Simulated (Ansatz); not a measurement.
All numbers below come from DFT PBE, scalar-relativistic, plane waves, PAW in Ansatz. All cells share a 420 eV cutoff and Γ-centred k meshes spaced at most about 0.3 Å⁻¹ (2π included). No spin polarisation in the final relaxations.

These are static total energies at zero pressure. All come from trial cells, and lower structures may exist.

Problem. Which of these relaxed structures of AlN is the lowest in energy?
A. Space group C2/m (No. 12), monoclinic, a = 3.908 Å, b = 3.908 Å, c = 9.590 Å, β = 93.0°. Al has 4 N at 1.96 Å and 1 N at 2.11 Å; N has 4 Al at 1.96 Å and 1 Al at 2.11 Å.
B. Space group Fm-3m (No. 225), cubic, a = 4.071 Å. Al is surrounded by 6 N at 2.04 Å; around N lie 6 Al at 2.04 Å.
C. Space group P6_3mc (No. 186), hexagonal, a = 3.118 Å, c = 15.198 Å. Al on its first site has 4 N at 1.90–1.91 Å; around Al on its second site lie 4 N at 1.91 Å; Al on its third site is surrounded by 4 N at 1.90–1.91 Å; N on its first site has 4 Al at 1.90 Å; 2 more sites not described.
D. Space group Ibam (No. 72), orthorhombic, a = 5.800 Å, b = 8.001 Å, c = 5.617 Å. Around Al on a site of symmetry m lie 4 N at 1.87–1.91 Å; Al on a site of symmetry 222 is surrounded by 4 N at 1.95 Å; N on a site of symmetry m has 4 Al at 1.87–1.95 Å; N on a site of symmetry 222 is surrounded by 4 Al at 1.91 Å.

Solution. C. It has space group P6_3mc (No. 186); the next, B, with the rock salt type, space group Fm-3m (No. 225), lies 154 meV/atom higher. Counting N atoms around Al (those within 1.25 times the shortest such distance or 1.15 times the sum of covalent radii), the lowest has Al 4 and the next has Al 6.

Weakly bound directions are ill-defined at this level, which has no dispersion term (C2/m), and this can change margins and order among such cells. With atoms moved at random, Fm-3m came back. Other cells relaxed within their symmetry can be saddle points. The part of the Crystallography Open Database at hand lists AlN in space groups No. 186, 225; sharing a group (Fm-3m and P6_3mc) doesn't make a cell the listed structure. Some types were kept out of the candidates beforehand, so the set may lack a known form.
